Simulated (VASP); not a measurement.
# Ag (Fm-3m) in VASP: settings compared

Aim: see how the results for Ag move with the level of theory and the settings. Levels: LDA, PBEsol, PBE. Tasks: single point.

Everything below comes from runs of VASP 6.6.1. Logs are shortened: lines on timing, memory, paths and dates and some standing lists are left out, and cuts for length are marked.

**1. The crystal as given**

It takes space group Fm-3m (No. 225, cubic). Conventional cell: a = 4.004 Å, b = 4.004 Å, c = 4.004 Å, α = 90.00°, β = 90.00°, γ = 90.00°. Ag (site symmetry m-3m) is surrounded by 12 Ag at 2.83 Å.

The cell was built by a generator and needn't be a form met in nature.

**2. Single point, LDA**

Contents of INCAR:

```
PREC     = Accurate       # precision mode
ENCUT    = 320            # plane-wave cutoff, eV
EDIFF    = 1E-7           # SCF threshold, eV
ISMEAR   = -1             # smearing method
SIGMA    = 0.05           # smearing width, eV
LREAL    = F              # projectors in reciprocal space
LASPH    = T              # aspherical terms in the spheres
NELM     = 100            # most SCF steps
ALGO     = Normal         # electronic algorithm
ISIF     = 2              # what is computed and relaxed
LWAVE    = F              # write WAVECAR
LCHARG   = F              # write CHGCAR
```

Contents of KPOINTS:

```
regular mesh
0
Gamma
  5 5 5
```

Contents of POSCAR:

```
Ag
1.0
    8.0080000000      0.0000000000      0.0000000000
    0.0000000000      8.0080000000      0.0000000000
    0.0000000000      0.0000000000      8.0080000000
Ag
32
Direct
    0.0000000000      0.0000000000      0.0000000000
    0.0000000000      0.0000000000      0.5000000000
    0.0000000000      0.5000000000      0.0000000000
    0.0000000000      0.5000000000      0.5000000000
    0.5000000000      0.0000000000      0.0000000000
    0.5000000000      0.0000000000      0.5000000000
    0.5000000000      0.5000000000      0.0000000000
    0.5000000000      0.5000000000      0.5000000000
    0.0000000000      0.2500000000      0.2500000000
    0.0000000000      0.2500000000      0.7500000000
    0.0000000000      0.7500000000      0.2500000000
    0.0000000000      0.7500000000      0.7500000000
    0.5000000000      0.2500000000      0.2500000000
    0.5000000000      0.2500000000      0.7500000000
    0.5000000000      0.7500000000      0.2500000000
    0.5000000000      0.7500000000      0.7500000000
    0.2500000000      0.0000000000      0.2500000000
    0.2500000000      0.0000000000      0.7500000000
    0.2500000000      0.5000000000      0.2500000000
    0.2500000000      0.5000000000      0.7500000000
    0.7500000000      0.0000000000      0.2500000000
    0.7500000000      0.0000000000      0.7500000000
    0.7500000000      0.5000000000      0.2500000000
    0.7500000000      0.5000000000      0.7500000000
    0.2500000000      0.2500000000      0.0000000000
    0.2500000000      0.2500000000      0.5000000000
    0.2500000000      0.7500000000      0.0000000000
    0.2500000000      0.7500000000      0.5000000000
    0.7500000000      0.2500000000      0.0000000000
    0.7500000000      0.2500000000      0.5000000000
    0.7500000000      0.7500000000      0.0000000000
    0.7500000000      0.7500000000      0.5000000000
```

Potentials or basis: VASP PAW LDA potentials, release 64 (Ag).

Launch:

```
$ cat potpaw_LDA.64/Ag/POTCAR > POTCAR
$ mpirun -np 1 vasp_std > vasp.out
```

OUTCAR:

```text
PREC = Accurate
   ENCUT = 320
   EDIFF = 1E-7
   ISMEAR = -1
   LREAL = F
   LASPH = T
   NELM = 100
   ISIF = 2

 ion  position               nearest neighbor table
   1  0.000  0.000  0.000-   9 2.83  10 2.83  11 2.83  12 2.83  17 2.83  18 2.83  21 2.83  22 2.83
                            25 2.83  27 2.83  29 2.83  31 2.83
   2  0.000  0.000  0.500-   9 2.83  10 2.83  11 2.83  12 2.83  17 2.83  18 2.83  21 2.83  22 2.83
                            26 2.83  28 2.83  30 2.83  32 2.83
   3  0.000  0.500  0.000-   9 2.83  10 2.83  11 2.83  12 2.83  19 2.83  20 2.83  23 2.83  24 2.83
                            25 2.83  27 2.83  29 2.83  31 2.83
   4  0.000  0.500  0.500-   9 2.83  10 2.83  11 2.83  12 2.83  19 2.83  20 2.83  23 2.83  24 2.83
                            26 2.83  28 2.83  30 2.83  32 2.83
   5  0.500  0.000  0.000-  13 2.83  14 2.83  15 2.83  16 2.83  17 2.83  18 2.83  21 2.83  22 2.83
                            25 2.83  27 2.83  29 2.83  31 2.83
   6  0.500  0.000  0.500-  13 2.83  14 2.83  15 2.83  16 2.83  17 2.83  18 2.83  21 2.83  22 2.83
                            26 2.83  28 2.83  30 2.83  32 2.83
   7  0.500  0.500  0.000-  13 2.83  14 2.83  15 2.83  16 2.83  19 2.83  20 2.83  23 2.83  24 2.83
                            25 2.83  27 2.83  29 2.83  31 2.83
   8  0.500  0.500  0.500-  13 2.83  14 2.83  15 2.83  16 2.83  19 2.83  20 2.83  23 2.83  24 2.83
                            26 2.83  28 2.83  30 2.83  32 2.83
   9  0.000  0.250  0.250-   1 2.83   2 2.83   3 2.83   4 2.83  17 2.83  19 2.83  21 2.83  23 2.83
[... 33 lines left out ...]
  26  0.250  0.250  0.500-   2 2.83   4 2.83   6 2.83   8 2.83   9 2.83  10 2.83  13 2.83  14 2.83
                            17 2.83  18 2.83  19 2.83  20 2.83
  27  0.250  0.750  0.000-   1 2.83   3 2.83   5 2.83   7 2.83  11 2.83  12 2.83  15 2.83  16 2.83
                            17 2.83  18 2.83  19 2.83  20 2.83
  28  0.250  0.750  0.500-   2 2.83   4 2.83   6 2.83   8 2.83  11 2.83  12 2.83  15 2.83  16 2.83
                            17 2.83  18 2.83  19 2.83  20 2.83
  29  0.750  0.250  0.000-   1 2.83   3 2.83   5 2.83   7 2.83   9 2.83  10 2.83  13 2.83  14 2.83
                            21 2.83  22 2.83  23 2.83  24 2.83
  30  0.750  0.250  0.500-   2 2.83   4 2.83   6 2.83   8 2.83   9 2.83  10 2.83  13 2.83  14 2.83
                            21 2.83  22 2.83  23 2.83  24 2.83
  31  0.750  0.750  0.000-   1 2.83   3 2.83   5 2.83   7 2.83  11 2.83  12 2.83  15 2.83  16 2.83
                            21 2.83  22 2.83  23 2.83  24 2.83
  32  0.750  0.750  0.500-   2 2.83   4 2.83   6 2.83   8 2.83  11 2.83  12 2.83  15 2.83  16 2.83
                            21 2.83  22 2.83  23 2.83  24 2.83

  LATTYP: Found a simple cubic cell.
 ALAT       =     8.0080000000

  Lattice vectors:

 A1 = (   8.0080000000,   0.0000000000,   0.0000000000)
 A2 = (   0.0000000000,   8.0080000000,   0.0000000000)
 A3 = (   0.0000000000,   0.0000000000,   8.0080000000)

Analysis of symmetry for initial positions (statically):
=====================================================================
 Subroutine PRICEL returns following result:

  LATTYP: Found a face centered cubic cell.
 ALAT       =     4.0040000000

[... 140 lines left out ...]
   IMIX   =      4    mixing-type and parameters
     AMIX     =   0.40;   BMIX     =  1.00
     AMIX_MAG =   1.60;   BMIX_MAG =  1.00
  volume/ion in A,a.u.               =      16.05       108.30
  Fermi-wavevector in a.u.,A,eV,Ry     =   1.443439  2.727703 28.347943  2.083515
  Thomas-Fermi vector in A             =   2.561846
   LORBIT       =      0    0 simple, 1 ext, 2 COOP (PROOUT), +10 PAW based schemes
   GGA     = CA    functional components
   LHFCALC =     F    Hartree Fock is set to
   AEXX    =    0.0000 exact exchange contribution
   IVDW    =     0    specifies the selected vdW correction
   LEPSILON=     F    determine dielectric tensor
   LRPA    =     F    only Hartree local field effects (RPA)
 non-spin polarized calculation
  energy-cutoff  :      320.00
  volume of cell :      513.54
 maximum number of plane-waves:      6697
 NGX is ok and might be reduce to    48
   NGX = 23   NGY = 23   NGZ = 23

 number of electron     352.0000328 magnetization

 Free energy of the ion-electron system (eV)
  ---------------------------------------------------
  ext. energy  EPLUGINS =         0.00000000
  ---------------------------------------------------
  free energy    TOTEN  =      -121.29302317 eV

  energy without entropy =     -121.22033697  energy(sigma->0) =     -121.25668007

 E-fermi :   9.0321     XC(G=0): -12.9443

 val. band max:        9.0209646188   @ k =   0.4000   0.4000   0.0000
 cond. band min:       9.0607058124   @ k =   0.2000   0.2000   0.2000
 fundamental gap:      0.0397411935
 Fermi energy:         9.0321378159

 k-point     1 :       0.0000    0.0000    0.0000
  band No.  band energies     occupation
      1       0.7409      2.00000
      2       2.1960      2.00000
      3       2.1960      2.00000
      4       2.1960      2.00000
      5       2.2396      2.00000
      6       2.2396      2.00000
[... 1899 lines left out ...]
    187      10.9725      0.00000
    188      10.9725      0.00000
 [bands above 188 left out]

------------------------ aborting loop because EDIFF is reached ----------------------------------------

  FORCE on cell =-STRESS in cart. coord.  units (eV):
  Direction    XX          YY          ZZ          XY          YZ          ZX
  --------------------------------------------------------------------------------------
  -------------------------------------------------------------------------------------
  Total       -2.5364343     -2.5364343     -2.5364343      0.0000000     -0.0000000     -0.0000000
  in kB       -7.9133796     -7.9133796     -7.9133796      0.0000000     -0.0000000     -0.0000000
  external PRESSURE =      -7.9133796 kB  Pullay stress =       0.0000000 kB

 VOLUME and BASIS-vectors are now :
 -----------------------------------------------------------------------------
  energy-cutoff  :      320.00
  volume of cell :      513.54
      direct lattice vectors                 reciprocal lattice vectors
     8.008000000  0.000000000  0.000000000     0.124875125  0.000000000  0.000000000
     0.000000000  8.008000000  0.000000000     0.000000000  0.124875125  0.000000000
     0.000000000  0.000000000  8.008000000     0.000000000  0.000000000  0.124875125

 POSITION                                       TOTAL-FORCE (eV/Angst)
 -----------------------------------------------------------------------------------
      0.00000      0.00000      0.00000         0.000000      0.000000      0.000000
      0.00000      0.00000      4.00400         0.000000     -0.000000      0.000000
      0.00000      4.00400      0.00000         0.000000      0.000000     -0.000000
      0.00000      4.00400      4.00400        -0.000000     -0.000000      0.000000
      4.00400      0.00000      0.00000         0.000000      0.000000      0.000000
      4.00400      0.00000      4.00400        -0.000000      0.000000     -0.000000
[... 24 lines left out ...]
      6.00600      6.00600      0.00000        -0.000000     -0.000000     -0.000000
      6.00600      6.00600      4.00400        -0.000000     -0.000000      0.000000
 -----------------------------------------------------------------------------------
    total drift:                                0.000000     -0.000000      0.000000

  FREE ENERGIE OF THE ION-ELECTRON SYSTEM (eV)
  ---------------------------------------------------
  free  energy   TOTEN  =      -121.2930231749 eV

  energy  without entropy=     -121.2203369748  energy(sigma->0) =     -121.25668007
```

stdout:

```text
POSCAR found type information on POSCAR Ag
 POSCAR found :  1 types and      32 ions
 scaLAPACK will be used
 -----------------------------------------------------------------------------
|                                                                             |
|                                                                             |
|     You have a (more or less) 'large supercell' and for larger cells it     |
|     might be more efficient to use real-space projection operators.         |
|     Therefore, try LREAL= Auto in the INCAR file.                           |
|     Mind: For very accurate calculation, you might also keep the            |
|     reciprocal projection scheme (i.e. LREAL=.FALSE.).                      |
|                                                                             |
 -----------------------------------------------------------------------------

 LDA part: xc-table for (Slater(with rela. corr.)+CA(PZ))
 , standard interpolation
 POSCAR, INCAR and KPOINTS ok, starting setup
 FFT: planning ... GRIDC
 FFT: planning ... GRID_SOFT
 FFT: planning ... GRID
 WAVECAR not read
 entering main loop
```

Run time: 5.8 min. Hardware: 1 thread of Intel Xeon 6975P-C (Granite Rapids), shared host; peak memory 0.46 GiB.

Results:

* Free energy: -121.2930 eV
* Pressure: -0.8 GPa
* Band gap on the k mesh: none (metal or under the smearing width)

[end of part 1 of 2]
